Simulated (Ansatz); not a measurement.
A (110) slab of TiC (Fm-3m (No. 225)), 8 planes, outer planes TiC (top) and TiC (bottom), with 16 atoms (Ti8C8) in a surface cell of A = 13.034 Å², as cut from the bulk:

```xyz
16
Lattice="3.0359 0.0000 0.0000 0.0000 4.2934 0.0000 0.0000 0.0000 25.6256" Properties=species:S:1:pos:R:3 pbc="T T T"
Ti    1.5179    2.1467    7.5000
C     1.5179    0.0000    7.5000
Ti    0.0000    0.0000    9.0179
C     0.0000    2.1467    9.0179
Ti    1.5179    2.1467   10.5359
C     1.5179    0.0000   10.5359
Ti    0.0000    0.0000   12.0538
C     0.0000    2.1467   12.0538
Ti    1.5179    2.1467   13.5717
C     1.5179    0.0000   13.5717
Ti    0.0000    0.0000   15.0897
C     0.0000    2.1467   15.0897
Ti    1.5179    2.1467   16.6076
C     1.5179    0.0000   16.6076
Ti    0.0000    0.0000   18.1256
C     0.0000    2.1467   18.1256
```

The calculation used DFT PBEsol, scalar-relativistic, plane waves, PAW in Ansatz 0.2.0. Plane waves to 420 eV, a k mesh through Γ of 11×8×1 on the computed 16-atom cell and Gaussian smearing (0.10 eV); no spin polarisation.

Against the same 16 atoms in the bulk, the slab as cut lies 6.988 eV higher and the relaxed slab 6.518 eV higher.

Task: Work out the surface energy before and after relaxation.

Result: The slab has two faces, so γ = (E_slab − N·E_bulk)/(2A), the mean of both. As cut: 6.988/(2 × 13.034) = 0.2681 eV/Å², and 1 eV/Å² = 16.02 J/m², so γ = 4.29 J/m². Relaxed: 6.518/(2 × 13.034) = 0.2500 eV/Å² = 4.01 J/m². Relaxation recovers 7 % of the cost of cutting.

Task: What is the ideal work of this cut, per area?

Result: Griffith's ideal work is 2γ: 8.59 J/m² if the new faces stay rigid, 8.01 J/m² if they relax. One thickness was run, 8 planes, so γ can still shift with it.

The cost of this surface is mainly that of severed Ti–C bonds, and relaxation from 4.29 to 4.01 J/m² recovers only a small part of it. These bonds combine covalent Ti 3d–C 2p overlap with charge transfer from Ti to C. The cut leaves both species undercoordinated, and small displacements can strengthen the remaining bonds but not replace the lost ones. The stiff, three-dimensional bond network probably limits the gain further.

Both faces are stoichiometric and equivalent by symmetry, so the mean surface energy applies to each, with no polar contribution or dependence on a carbon or titanium reservoir. In rocksalt carbides, a (110) cut breaks more nearest-neighbour bonds per area than one along the cube faces, which are the usual cleavage planes. The high value is therefore consistent with the known tendency of TiC(110) to form facets bounded by cube faces. Relaxation in this small surface cell cannot capture such faceting, so the relaxed energy describes the flat, unreconstructed termination and not necessarily the equilibrium surface.
